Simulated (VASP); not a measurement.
# FeSi (P2_13) in VASP: notebook, part 3 of 3

VASP 6.6.1. Earlier steps stand in the parts before.

## (5) Relaxation of cell and atoms, r2SCAN, target pressure 50.7 GPa, at which the enthalpy is minimised

This run uses another cell than the first one, of 9.23 Å³/atom, 0.783 times its volume.

Input file INCAR:

```
PREC = Accurate
ENCUT = 600
EDIFF = 1E-7
ISMEAR = 0
SIGMA = 0.03
LREAL = F
LASPH = T
NELM = 80
ALGO = Normal
ISIF = 3
LWAVE = F
LCHARG = F
METAGGA = R2SCAN
LMIXTAU = T
IBRION = 2
NSW = 90
EDIFFG = -0.005
PSTRESS = 507.0
KPAR = 2
```

Input file KPOINTS:

```
Automatic mesh
0
Gamma
  8 8 8
```

Input file POSCAR:

```
FeSi                                    
1.0
    4.1948418725      0.0000000000      0.0000000000
   -0.0000000000      4.1948418725      0.0000000000
    0.0000000000     -0.0000000000      4.1948418725
  Fe              Si            
     4     4
Direct
     0.1414536496596977    0.1414536496596977    0.1414536496596977
     0.3585463503403024    0.8585463503403020    0.6414536496596980
     0.6414536496596980    0.3585463503403024    0.8585463503403020
     0.8585463503403020    0.6414536496596980    0.3585463503403024
     0.8433198003629323    0.8433198003629323    0.8433198003629323
     0.6566801996370677    0.1566801996370677    0.3433198003629325
     0.3433198003629325    0.6566801996370677    0.1566801996370677
     0.1566801996370677    0.3433198003629325    0.6566801996370677
```

The run is started by

```console
cat potpaw_PBE.64/Fe/POTCAR potpaw_PBE.64/Si/POTCAR > POTCAR
mpirun -np 2 vasp_std > vasp.out
```

It took 8.5 min on 2 MPI ranks of Intel Xeon Platinum 8488C (Sapphire Rapids), shared host; peak memory 0.28 GiB.

Results (log left out):

```yaml
Free_energy: -93.1523 eV
Relaxed_volume: 9.22 Å³/atom
Relaxed_cell: a = 4.194 Å, b = 4.194 Å, c = 4.194 Å, α = 90.00°, β = 90.00°, γ = 90.00°
Space_group_after_relaxing_to_0.05_Å: P2_13 (No. 198)
Energy_change_on_relaxing_the_enthalpy_is_what_falls: +0.8 meV/atom
Ionic_steps: 3
Pressure_after_relaxing: 50.8 GPa
Band_gap_on_the_k_mesh: 0.31 eV, indirect (least direct gap 0.33 eV)
```

Forces in eV/Å, atoms in the order of the input:
```
Fe   0.001  0.001  0.001
Fe  -0.001 -0.001  0.001
Fe   0.001 -0.001 -0.001
Fe  -0.001  0.001 -0.001
Si  -0.001 -0.001 -0.001
Si   0.001  0.001 -0.001
Si  -0.001  0.001  0.001
Si   0.001 -0.001  0.001
```

Step by step:
```csv
step,energy change (eV),largest force (eV/Å),pressure (GPa),volume (Å³)
1,0.0000,0.0056,50.61,73.82
2,0.0166,0.0031,50.96,73.76
3,0.0067,0.0021,50.76,73.79
```

Final structure:
```xyz
8
Lattice="4.1944 0.0000 0.0000 0.0000 4.1944 0.0000 0.0000 0.0000 4.1944" Properties=species:S:1:pos:R:3 pbc="T T T"
Fe    0.5933    0.5933    0.5933
Fe    1.5039    3.6011    2.6906
Fe    2.6906    1.5039    3.6011
Fe    3.6011    2.6906    1.5039
Si    3.5372    3.5372    3.5372
Si    2.7545    0.6572    1.4400
Si    1.4400    2.7545    0.6572
Si    0.6572    1.4400    2.7545
```

Levels at points of the mesh, in eV from the valence-band top:
| k point | band 20 | band 21 | band 22 | band 23 | band 24 | band 25 | band 26 | band 27 | band 28 | band 29 |
| --- | --- | --- | --- | --- | --- | --- | --- | --- | --- | --- |
| (0.00, 0.00, 0.00) | -0.47 | -0.47 | -0.47 | -0.18 | -0.18 | 0.98 | 0.98 | 0.98 | 4.20 | 4.20 |
| (0.50, 0.00, 0.00) | -1.75 | -0.63 | -0.63 | -0.05 | -0.05 | 0.36 | 0.36 | 2.28 | 2.28 | 3.25 |
| (0.50, 0.50, 0.00) | -1.69 | -1.35 | -1.35 | -0.56 | -0.56 | 0.92 | 0.92 | 1.86 | 1.86 | 3.80 |
| (0.50, 0.50, 0.50) | -1.03 | -1.01 | -1.01 | -1.01 | -1.01 | 0.81 | 0.81 | 0.81 | 0.81 | 7.37 |

Caveat: the cell is relaxed towards a set pressure, so the enthalpy falls and the energy may rise; the PAW data sets were made with another functional, which shifts forces and pressure a little.

## (6) Relaxation of cell and atoms, LDA

Input file INCAR:

```
SYSTEM = FeSi
  ALGO = Normal
  EDIFF = 1E-6
  EDIFFG = -0.01
  ENCUT = 600
  IBRION = 2
  ISIF = 3
  ISMEAR = 0
  KPAR = 2
  LASPH = .TRUE.
  LCHARG = .FALSE.
  LREAL = .FALSE.
  LWAVE = .FALSE.
  NELM = 80
  NSW = 90
  PREC = Accurate
  SIGMA = 0.03
```

Input file KPOINTS:

```
k-points
0
G
  8 8 8
  0 0 0
```

Input file POSCAR:

```
FeSi
1.0
    4.5507000000      0.0000000000      0.0000000000
    0.0000000000      4.5507000000      0.0000000000
    0.0000000000      0.0000000000      4.5507000000
Fe Si
4 4
Direct
    0.1365200000      0.1365200000      0.1365200000
    0.3634800000      0.8634800000      0.6365200000
    0.6365200000      0.3634800000      0.8634800000
    0.8634800000      0.6365200000      0.3634800000
    0.8424000000      0.8424000000      0.8424000000
    0.6576000000      0.1576000000      0.3424000000
    0.3424000000      0.6576000000      0.1576000000
    0.1576000000      0.3424000000      0.6576000000
```

Potentials or basis: VASP PAW LDA potentials, release 64 (Fe, Si).

The run is started by

```console
cat potpaw_LDA.64/Fe/POTCAR potpaw_LDA.64/Si/POTCAR > POTCAR
mpirun -np 2 vasp_std > vasp.out
```

It took 3.4 min on 2 MPI ranks of AMD EPYC 9R45 (Zen 5), shared host; peak memory 0.24 GiB.

It converged, with:

| Quantity | Value |
| --- | --- |
| Free energy | -66.5587 eV |
| Relaxed volume | 10.45 Å³/atom |
| Relaxed cell | a = 4.373 Å, b = 4.373 Å, c = 4.373 Å, α = 90.00°, β = 90.00°, γ = 90.00° |
| Space group after relaxing (to 0.05 Å) | P2_13 (No. 198) |
| Energy gained by relaxing | 113.0 meV/atom |
| Ionic steps | 10 |
| Pressure after relaxing | 0.0 GPa |
| Largest force after relaxing | 0.008 eV/Å |
| Band gap on the k mesh | 0.13 eV, indirect (least direct gap 0.16 eV) |

Forces on the atoms (eV/Å):
```
Fe   0.004  0.004  0.004
Fe  -0.004 -0.004  0.004
Fe   0.004 -0.004 -0.004
Fe  -0.004  0.004 -0.004
Si   0.002  0.002  0.002
Si  -0.002 -0.002  0.002
Si   0.002 -0.002 -0.002
Si  -0.002  0.002 -0.002
```

The path:
| step | energy change (eV) | largest force (eV/Å) | pressure (GPa) | volume (Å³) |
| --- | --- | --- | --- | --- |
| 1 | 0.0000 | 0.3608 | -24.25 | 94.24 |
| 2 | 0.9571 | 1.2368 | 57.00 | 71.96 |
| 3 | -0.8972 | 0.1409 | -1.15 | 84.10 |
| 4 | -0.8986 | 0.1592 | -0.29 | 83.81 |
| 5 | -0.8985 | 0.1725 | 0.31 | 83.61 |
| 6 | -0.9030 | 0.0648 | 0.48 | 83.55 |
| 7 | -0.9033 | 0.0326 | 0.41 | 83.53 |
| 8 | -0.9033 | 0.0039 | -0.67 | 83.83 |
| 9 | -0.9036 | 0.0187 | -0.12 | 83.67 |
| 10 | -0.9037 | 0.0076 | -0.03 | 83.64 |

Final structure:
```cif
data_structure
_symmetry_space_group_name_H-M 'P 1'
_symmetry_Int_Tables_number 1
_cell_length_a 4.3733
_cell_length_b 4.3733
_cell_length_c 4.3733
_cell_angle_alpha 90.000
_cell_angle_beta 90.000
_cell_angle_gamma 90.000
_cell_volume 83.64
loop_
_atom_site_label
_atom_site_type_symbol
_atom_site_fract_x
_atom_site_fract_y
_atom_site_fract_z
_atom_site_occupancy
Fe1 Fe 0.13710 0.13710 0.13710 1
Fe2 Fe 0.36290 0.86290 0.63710 1
Fe3 Fe 0.63710 0.36290 0.86290 1
Fe4 Fe 0.86290 0.63710 0.36290 1
Si1 Si 0.84082 0.84082 0.84082 1
Si2 Si 0.65917 0.15918 0.34082 1
Si3 Si 0.34082 0.65917 0.15918 1
Si4 Si 0.15918 0.34082 0.65917 1
```

Levels at points of the mesh, in eV from the valence-band top:
```
           k point  band 20  band 21  band 22  band 23  band 24  band 25  band 26  band 27  band 28  band 29
(0.00, 0.00, 0.00)    -0.29    -0.29    -0.29    -0.05    -0.05     0.69     0.69     0.69     3.29     3.29
(0.50, 0.00, 0.00)    -1.33    -0.41    -0.41    -0.02    -0.02     0.18     0.18     1.82     1.82     2.43
(0.50, 0.50, 0.00)    -1.38    -1.09    -1.09    -0.38    -0.38     0.66     0.66     1.38     1.38     2.95
(0.50, 0.50, 0.50)    -0.80    -0.71    -0.71    -0.71    -0.71     0.48     0.48     0.48     0.48     5.95
```

Caveat: the volume moved by -11 % from the deposited cell, more than functionals usually miss. LDA usually gives volumes a few per cent too small.

## (7) Overview

```tsv
level	potentials or basis	cell	target pressure	gap on the mesh (eV)	pressure (GPa)
PBE	VASP PAW PBE potentials, release 64 (Fe, Si)	relaxed	-	0.16	0.0
r2SCAN	VASP PAW PBE potentials, release 64 (Fe, Si)	relaxed to 50.7 GPa	50.7 GPa	0.31	50.8
LDA	VASP PAW LDA potentials, release 64 (Fe, Si)	relaxed	-	0.13	0.0
```

Alike in all rows: task relaxation of cell and atoms; no spin polarisation; k mesh 8 × 8 × 8; cutoff (eV) 600; smearing gaussian 0.03 eV.

Caveats: the relaxation stopped at its first step, so nothing moved (some runs); the cell is relaxed towards a set pressure, so the enthalpy falls and the energy may rise (some runs); the PAW data sets were made with another functional, which shifts forces and pressure a little (some runs); the volume moved by -11 % from the deposited cell, more than functionals usually miss (some runs).

Absolute energies hang on the potentials; compare differences alone.
